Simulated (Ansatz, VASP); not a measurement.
# AlN (AlN (P6_3mc)) in two plane-wave programs, part 2 of 2

Wanted: the spread between two codes on one cell, functional and k mesh. The cell is taken from a series of runs on this material, whose earlier steps may have relaxed, scaled, displaced or heated it; both programs get it as it stands.

VASP 6.6.1 and Ansatz 0.2.0.

So far: The starting structure; VASP: relaxation of cell and atoms, r2SCAN.

## (3) Ansatz: relaxation of cell and atoms, r2SCAN

Level of this step: Ansatz beside VASP: Kohn-Sham DFT, plane waves, r2SCAN (Ansatz).

Ansatz runs on its default PAW (the set named soft_2) files.

The same cell, functional and mesh now go to Ansatz.

Input file input.yaml:

```yaml
crystal:
  lattice:
    - [3.113816, 0.0, 0.0]
    - [-1.556908, 2.6966437, 0.0]
    - [0.0, 0.0, 4.9835286]
  atoms:
    - { symbol: Al, position: [0.66666667, 0.33333333, 0.4969995] }
    - { symbol: Al, position: [0.33333333, 0.66666667, 0.9969995] }
    - { symbol: "N", position: [0.33333333, 0.66666667, 0.3790005] }
    - { symbol: "N", position: [0.66666667, 0.33333333, 0.8790005] }
basis:
  ecutwfc: 500
  xc_grid: 2
hamiltonian:
  xc: r2scan
kpoints:
  mp_grid: { grid: [10, 10, 6] }
scf:
  occupations: { method: fixed }
  max_iter: 100
relax:
  f_tol: 0.005
  max_steps: 60
  cell: {}
output:
  forces: true
  stress: true
checkpoint:
  write: "../cell.run"
  compress: false
  write_wavefunctions: false
  write_every: 100000
```

Launch:

```sh
$ ansatz run input.yaml --threads 4 --pin off --max-ram 7536MiB --backend cpu --events-out ev --progress --plain --runs-dir out
```

Numbers of over 12 decimals in the logs are rounded to 6 here.

The log of the run:

```text
Engine: ansatz 0.2.0, x86_64-unknown-linux-gnu
Pseudopotentials: kind: paw
Pseudopotential: Al, paw, valence charge 3, recommended cutoff 500 eV (meta_gga), Al.paw.azcp
Pseudopotential: N, paw, valence charge 5, recommended cutoff 500 eV (meta_gga), N.paw.azcp
Functional definition: r2SCAN
  parameter k0 = 0.174
  parameter k1 = 0.065
  parameter a1 = 4.9479
  exchange = r2scan_x(k0 = k0, k1 = k1, a1 = a1)
  correlation = r2scan_c
Crystal: 4 atoms, lattice volume = 41.846 Å³
Basis set: ecut = 500 eV, 1087 PW (Γ), exchange–correlation on 48×48×80 points (8 copies of the dense FFT grid, shifted against one another)
Bands: 12, of which v1, the nominal top of the filled ones, is band 8 counted from 1 (7 counted from 0)
Symmetry: 12 space group operations
Space group: P63mc (ITA 186), of the structure as read, at distance tolerance 3.5e-5 Å
k-points: 56 of 600 (time reversal used)
Non-local potential: Al, projectors of the file, l = 0: 2, l = 1: 2, l = 2: 1
Non-local potential: N, projectors of the file, l = 0: 2, l = 1: 2, l = 2: 1
PAW form: soft (Blöchl's): semilocal exchange-correlation on the pseudo side does not see the compensation charge
PAW frozen core: Al, regenerated for the run's functional (the file was generated under x = pbe(κ = 0.804, μ = 0.219515), c = pbe(β = 0.066725))
PAW frozen core: N, regenerated for the run's functional (the file was generated under x = pbe(κ = 0.804, μ = 0.219515), c = pbe(β = 0.066725))
PAW one-centre angular grid: Al, 302 points (default); XC on 160 Gauss nodes
PAW one-centre angular grid: N, 302 points (default); XC on 160 Gauss nodes
Initial density: superposition of atomic densities (neutral atoms: chi_scale 0, normalization atom), corrected by the library's trained network
Initial wavefunctions: pseudopotential atomic-orbital guess
Functional: x = r2scan, c = r2scan; τ floored in thin density (d = 2e-4 eV/Å³)
SCF iter   1: F=—  HF=-1856.828633 eV  |F-HF|=—  |Δ(HF+E_count)|=         —  Δρ=6.55e-3  dr2=1.77e-2  dr2_τ=3.09e-1  ethr=1.77e-3  ⟨swp⟩=5.1  Hψ=3749  notcnv=0  defer=108
preconditioner: auto → none  [insulator: Δε(μ)=4.723 eV  Ē_g=14.187 eV  n_scr=2 (ndim 8)  ℏωp=23.0 eV  f_vac=0.000  ε∞_Penn≈3.6]
SCF iter   2: F=—  HF=-1856.970044 eV  |F-HF|=—  |Δ(HF+E_count)|=   1.41e-1  Δρ=4.50e-3  dr2=3.82e-3  dr2_τ=2.95e-4  ethr=1.10e-4  ⟨swp⟩=2.9  Hψ=1767  notcnv=0  defer=112
SCF iter   3: F=—  HF=-1856.969716 eV  |F-HF|=—  |Δ(HF+E_count)|=   3.28e-4  Δρ=6.82e-4  dr2=1.46e-4  dr2_τ=6.14e-5  ethr=2.39e-5  ⟨swp⟩=2.0  Hψ=784  notcnv=0  defer=112
SCF iter   4: F=—  HF=-1856.969702 eV  |F-HF|=—  |Δ(HF+E_count)|=   1.38e-5  Δρ=1.93e-4  dr2=1.65e-5  dr2_τ=9.61e-7  ethr=9.11e-7  ⟨swp⟩=2.1  Hψ=1061  notcnv=0  defer=112
SCF iter   5: F=—  HF=-1856.969698 eV  |F-HF|=—  |Δ(HF+E_count)|=   3.74e-6  Δρ=4.38e-5  dr2=9.40e-7  dr2_τ=1.01e-7  ethr=1.03e-7  ⟨swp⟩=2.0  Hψ=1090  notcnv=0  defer=6
SCF iter   6: F=—  HF=-1856.969698 eV  |F-HF|=—  |Δ(HF+E_count)|=   4.05e-8  Δρ=2.05e-5  dr2=2.09e-7  dr2_τ=4.06e-9  ethr=6.25e-10  ⟨swp⟩=4.0  Hψ=2236  notcnv=0
SCF iter   7: F=-1856.969698 eV  HF=-1856.969698 eV  |F-HF|=8.81e-9  |Δ(HF+E_count)|=   1.89e-8  Δρ=5.80e-6  dr2=1.67e-8  dr2_τ=3.87e-10  ethr=6.25e-10  ⟨swp⟩=4.0  Hψ=2122  notcnv=0
SCF 1 converged in 7 iterations: F = -1856.969698 eV  dr2 = 1.67e-8
  greatest PAW one-centre occupation: 0.794 electrons in one spin orbital (limit 2), on the N atom at site 2 (counted from 0), in its partial waves of l = 0
relax step   1: F+E_penalty+E_count = -1856.96969827 eV  Δ(F+E_penalty+E_count) = +0.000e0 eV  max|allowed force component| = 1.134e-2 eV/Å  Δτ_max = 0.0000 Å  P = -1.179 GPa  Ω = 41.846 Å³  (7 SCF iters, dr2 threshold 1.00e-7 eV, accepted)
[...]
relax step   2: F+E_penalty+E_count = -1856.97044023 eV  Δ(F+E_penalty+E_count) = -7.420e-4 eV  max|allowed force component| = 6.607e-3 eV/Å  Δτ_max = 0.0006 Å  P = -0.567 GPa  Ω = 41.726 Å³  energy of the carried Pulay correction = +2.875e-5 eV  (4 SCF iters, dr2 threshold 4.00e-7 eV, accepted)
[...]
relax step   3: F+E_penalty+E_count = -1856.97067056 eV  Δ(F+E_penalty+E_count) = -2.303e-4 eV  max|allowed force component| = 1.328e-4 eV/Å  Δτ_max = 0.0003 Å  P = +0.002 GPa  Ω = 41.614 Å³  energy of the carried Pulay correction = +5.569e-5 eV  (4 SCF iters, dr2 threshold 4.00e-7 eV, accepted)
[...]
relax step   4: F+E_penalty+E_count = -1856.97062303 eV  Δ(F+E_penalty+E_count) = +4.753e-5 eV  max|allowed force component| = 1.212e-4 eV/Å  Δτ_max = 0.0000 Å  P = +0.002 GPa  Ω = 41.614 Å³  stress off target by 3.54e-3 GPa  SCF on the basis re-selected at this cell (its energy is not comparable with the rows above)  (4 SCF iters)
basis re-selected at this cell: Δ(F+E_penalty+E_count) = +4.753e-5 eV, ΔP = -0.000 GPa vs the last step (what re-selecting the basis moved, of the pressure what is left beyond the Pulay correction that the steps carried, after the strain that the cell walked since its last selection, with what the two solves' SCF thresholds leave and, on support functions, any second-order correction that the steps lacked; it is no m [...]
SCF converged after 4 iterations
Free energy (F): -1856.970623 eV
Harris-Foulkes:  -1856.970623 eV  (|F-HF|=6.82e-13)
Internal energy: -1856.970623 eV  (E = F + TS)
E sigma→0 (E₀):  -1856.970623 eV
Fermi energy:    6.928817 eV
--- Per-component energies (eV) ---
  E_band       = 23.143596
  E_kinetic    = 321.366582
  E_local      = -448.699076  (includes V_loc(G=0)·N_el)
  E_nonlocal   = 108.520804
  E_hartree    = 157.349996
  E_xc         = -197.824481
  E_vxc        = -238.489967  (∫ρ·V_xc dr)
  E_paw        = -1204.935372  (= ΣΔE_a)
  E_vpaw       = -47.057741  (= ΣTr[D̂ρ^β])
  E_aug_tail   = 0.000038  (compensation charges beyond the density's cutoff)
  E_vtau       = 12.802997  (kinetic-family band-sum trace: ∫τ·v_τ [+ j·A + Jᵃ·Aᵃ] dr)
  E_ewald      = -592.569768
  E_core_change = -0.179345  (= ΣΔE_core)
  E_smearing   = -0.000000  (= −TS)
  E_closure    = -0.000000  (closes the sum)
  Σ components = -1856.970623   (vs F -1856.970623, Δ=0.00e0)
--- Forces (eV/Å), atoms counted from 1 ---
  atom   1  Al    -0.00000000    -0.00000000    -0.00392066
  atom   2  Al     0.00000000     0.00000000    -0.00392066
  atom   3  N     -0.00000000    -0.00000000    -0.00367835
  atom   4  N      0.00000000     0.00000000    -0.00367835
  max |Σ_I F_I| component: 1.52e-2 eV/Å
--- Stress (GPa, compression-positive) ---
        0.003544       0.000000       0.000000
        0.000000       0.003544       0.000000
        0.000000       0.000000      -0.001185
  P = ⅓ Tr σ = 0.0020 GPa (0.020 kbar)
--- Relaxed structure (3 steps of the walk, 3 accepted, 1 SCFs on fresh bases) ---
  F+E_penalty+E_count = -1856.97062303 eV   max|allowed force component| = 1.212e-4 eV/Å   (the final SCF, on the basis selected at the relaxed cell)
  cell:  # Å, volume = 41.6136 Å³
    - [3.106740, 1.3092599167989492e-19, -1.3177215686691452e-18]
    - [-1.553370, 2.690516, 6.588607843345724e-19]
    - [-2.1089567256979138e-18, 0, 4.978455]
  atoms:
    - { symbol: Al, position: [0.666667, 0.333333, 0.497182] }
    - { symbol: Al, position: [0.333333, 0.666667, 0.997182] }
    - { symbol: N, position: [0.333333, 0.666667, 0.378818] }
    - { symbol: N, position: [0.666667, 0.333333, 0.878818] }
```

In the SCF lines HF is the Harris–Foulkes energy and dr2 the Hartree energy of the density residual, in eV; the loop may stop once dr2 is under the threshold and the program's other checks hold. Hψ counts applications of the Hamiltonian.

## (4) Differences

Known differences besides the potentials themselves: VASP keeps PBE cores, Ansatz makes them for the functional; fixed occupations in Ansatz, narrow Gaussian smearing in VASP; the cutoff is 500 eV in Ansatz and 660 eV in VASP; Ansatz adds a Pulay correction to the stress that steers its cell, VASP none. Total energies have different zeros and are not compared.

Compared:

| quantity | Ansatz | VASP | difference |
| --- | --- | --- | --- |
| volume (Å³) | 41.61 | 41.54 | +0.17 % |
| edge a after relaxation, in the typed setting (Å) | 3.107 | 3.105 | +0.05 % |
| edge c after relaxation, in the typed setting (Å) | 4.979 | 4.974 | +0.08 % |

## (5) Summary of results

```yaml
difference_in_volume_relaxation_of_cell_and_atoms_r2scan: 0.17 %
```

**Reading.** The difference in volume is 0.17 % (relaxation of cell and atoms, r2SCAN), within the 1.2 % picked in this series as the mark of a large difference, as far as the stopping tolerances let one tell. Such differences can come from data sets, numerical settings and the points named under the comparisons, not from the functional's error against experiment.

[Lines on the potential files, build, host, timing and source positions are cut from VASP's logs without a mark.]

[Logs are printed without paths, hosts, clocks, repeated set-up lines and the standing remarks that a program may print on its own settings, such as how far it seeks lower states.]

[Hosts, paths, dates, database ids (printed as entryN), source tags and the programs' standing remarks are cut or masked in the printed files.]
